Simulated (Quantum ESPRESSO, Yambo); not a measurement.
An input for Yambo 5.3.0 (Sb (buckled honeycomb monolayer)):

```
HF_and_locXC
gw0
dyson
ppa
em1d
rim_cut
rim_w
RandQpts= 3000000
RandGvec= 100 RL
CUTGeo= "slab z"
RandGvecW= 9 RL
EXXRLvcs= 72 Ry
VXCRLvcs= 288 Ry
Chimod= "HARTREE"
% BndsRnXp
 1 | 71 |
%
NGsBlkXp= 7 Ry
% LongDrXp
 1 | 1 | 0 |
%
% GbndRnge
 1 | 71 |
%
DysSolver= "n"
ExtendOut
PPAPntXp= 27.21138 eV
% QPkrange
 1 | 1 | 14 | 17 |
 3 | 3 | 14 | 17 |
%
```

```sh
OMP_NUM_THREADS=1 mpirun -n 4 yambo -F gw1.in -J gw1 -C gw1 > gw1.log
```

The stored states that it reads are on a 6×6×1 mesh. The cell holds 2 atoms: 2 Sb. Its edges and angles: a = 4.127 Å, b = 4.127 Å, c = 14.000 Å, α = 90.0°, β = 90.0°, γ = 120.0°. Vacuum lies along c.

Q: How long will it take on 4 MPI ranks of Arm Neoverse V2, shared host, and how much memory?

It took 2.1 min; on shared hardware allow 63 s to 4.2 min. Peak host memory was 2.6 GiB.

The screening grows as filled bands × empty bands × pairs of k points, times the square of the screening basis for the matrix.

[Paths, hosts, dates, memory and timing lines, banners, echoed tables and standing remarks are left out of the program output.]

[Logs are printed without paths, hosts, clocks, repeated set-up lines and the standing remarks that a program may print on its own settings, such as how far it seeks lower states.]

[Runs of the session that timed out or met a known fault of the program may be left out.]

[Hosts, paths, dates, database ids (printed as entryN), source tags and the programs' standing remarks are cut or masked in the printed files.]
